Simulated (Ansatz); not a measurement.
In YN (rock salt type) the Y atom of the primitive cell, with all its periodic images, is moved by 0.02 Å along x.

```
Y N
1.0
     0.00000    2.46000    2.46000
     2.46000    0.00000    2.46000
     2.46000    2.46000    0.00000
Y N
1 1
Direct
  0.99593 0.00407 0.00407
  0.50000 0.50000 0.50000
```

Computed with Ansatz, PBE, plane waves, PAW datasets (earlier set, tuned by hand).

Cutoff 870 eV; k-mesh 8×8×8 Γ-centred; Fermi–Dirac smearing of 0.1 eV; no spin polarisation.

(1) What force results, and what does it mean for the zone-centre vibration?

## Answers

(1) The force on it along the displacement is -0.0227 eV/Å, a force constant of 1.14 eV/Å². With the reduced mass of 12.10 u the zone-centre optical mode lies at 160 cm⁻¹ (4.79 THz) in this finite-step estimate.

| atom | Fx (eV/Å) | Fy (eV/Å) | Fz (eV/Å) |
| --- | --- | --- | --- |
| Y1 | -0.0227 | 0.0000 | 0.0000 |
| N2 | 0.0227 | 0.0000 | 0.0000 |

The k-mesh is modest, so these values aren't fully converged in k.
